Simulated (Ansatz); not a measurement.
**Mo: single point with PBE**

Crystal: Mo.

```
Mo
1.0
    -1.58381    1.58381    1.58381
     1.58381   -1.58381    1.58381
     1.58381    1.58381   -1.58381
Mo
1
Direct
  0.00000 0.00000 0.00000
```

```json
{
  "Program": "Ansatz 0.2.0",
  "Task": "single point",
  "Functional": "PBE",
  "Potentials or basis": "all-electron LAPW, scalar-relativistic",
  "Cutoff": "249 eV (chosen from the basis error)",
  "Basis error allowed": "0.001 eV/atom",
  "k mesh": "12 × 12 × 12",
  "Occupations": "gaussian, width 0.023 eV",
  "Spin": "no spin polarisation"
}
```

The pressure is -1.9 GPa. The band gap on the k mesh is none (metal or under the smearing width).

Levels at points of the mesh, in eV from the Fermi level:
```csv
k point,band 12,band 13,band 14,band 15,band 16,band 17,band 18,band 19
"(0.00, 0.00, 0.00)",-34.52,-7.12,-1.27,-1.27,-1.27,1.69,1.69,14.72
"(0.00, 0.00, -0.50)",-34.53,-5.16,-3.26,1.61,1.71,2.32,4.68,11.43
"(-0.50, -0.50, -0.50)",-35.44,-5.25,-5.25,3.94,3.94,3.94,8.98,8.98
```

Wall time 4.1 s on 1 thread of Arm Neoverse V2 (shared host), peak memory 0.26 GiB.
